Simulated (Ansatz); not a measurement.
The calculation used DFT PBE, scalar-relativistic, plane waves, PAW (Ansatz 0.2.0). Settings: cutoff 420 eV, Γ-centred meshes spaced at most about 0.3 Å⁻¹, and about 0.25 Å⁻¹ or finer for metals (2π included), Gaussian smearing. No spin polarisation.

Each guess is relaxed in cell and atoms at zero pressure, on a coarse mesh first where it starts far from rest and then on a converged one. The steps can't lower the symmetry of the start, but it can rise. Energies are static (0 K, no zero-point motion).

Two unrelaxed guesses for Li3S2:

A.

```
CELL_PARAMETERS angstrom
5.00056 0.00000 0.00000
-2.50028 4.33061 0.00000
0.00000 0.00000 4.31863
ATOMIC_POSITIONS crystal
Li 0.47404 0.52596 0.00000
Li 0.47404 0.94807 0.00000
Li 0.05193 0.52596 0.00000
S 0.00000 0.00000 0.00000
S 0.66667 0.33333 0.00000
```

B.

```
CELL_PARAMETERS angstrom
3.39448 1.95981 2.70430
-3.39448 1.95981 2.70430
0.00000 -3.91961 2.70430
ATOMIC_POSITIONS crystal
Li 0.00000 0.50000 0.00000
Li 0.00000 0.00000 0.50000
Li 0.50000 0.00000 0.00000
S 0.81876 0.81876 0.81876
S 0.18124 0.18124 0.18124
```

Question: Do they relax into the same structure? If not, which is lower?

Answer: No. B ends lower, by 0.53 eV/atom. A: P-6m2 at 18.7 Å³/atom → P-6m2 at 19.8 Å³/atom; B: R-3m at 21.6 Å³/atom → R-3m at 20.2 Å³/atom. Counting S atoms around Li (those within 1.25 times the shortest such distance or 1.15 times the sum of covalent radii, 1.27 where that leaves under three), the end of A has Li 1 and the end of B has Li 2. End of A. Conventional cell: a = 6.615 Å, c = 2.612 Å. Li is surrounded by 1 S at 2.19 Å; S on its first site is surrounded by 2 S at 2.61 Å; around S on its second site lie 3 Li at 2.19 Å and 2 S at 2.61 Å. End of B. Conventional cell: a = 7.591 Å, c = 6.079 Å. Li is surrounded by 2 S at 2.27 Å; S has 3 Li at 2.27 Å.

Ends held by symmetry can be saddle points. Neither end is the lowest form computed: that has space group P-1 (No. 2) and lies 289 meV/atom below the better end. In P-6m2, R-3m an odd number of electrons in the primitive cell allows no gap without spin; a larger cell or a magnetic state could open one. Some types were kept out of the candidates beforehand, so the set may lack a known form.
